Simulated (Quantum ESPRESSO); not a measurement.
# NbAs: equation of state with PBE

The system is NbAs.

```
CELL_PARAMETERS angstrom
-1.72585 1.72585 5.84000
1.72585 -1.72585 5.84000
1.72585 1.72585 -5.84000
ATOMIC_POSITIONS crystal
Nb 0.50000 0.00000 0.50000
Nb 0.75000 0.75000 0.00000
As 0.91600 0.41600 0.50000
As 0.16600 0.16600 0.00000
```

- Program: Quantum ESPRESSO 7.5
- Task: equation of state
- Functional: PBE
- Potentials or basis: SSSP 1.3 efficiency PBE
- Cutoff: 748 eV
- Density cutoff: 5987 eV
- k mesh: 11 × 11 × 11
- Occupations: fermi-dirac, width 0.05 eV
- Spin: no spin polarisation
- Mixing beta: 0.5
- Most SCF iterations: 120
- SCF threshold: 8e-10 Ry

The equilibrium volume is 17.79 Å³/atom, the bulk modulus at fixed shape and positions is 164 GPa and the pressure derivative of the bulk modulus is 4.5.

Energy against volume, from the lowest point:
```csv
volume (Å³/atom),energy (meV/atom)
16.351,69.58
16.699,38.51
17.047,17.20
17.395,4.66
17.743,0.00
18.091,2.42
18.438,11.19
```

All runs of the series together: 13 min on 2 threads of Intel(R) Xeon(R) 6975P-C (Granite Rapids), on a shared host.

Caveat: the cell was scaled at fixed shape and fractional positions, which overstates the stiffness of a crystal with free parameters, most of all of layers and chains.
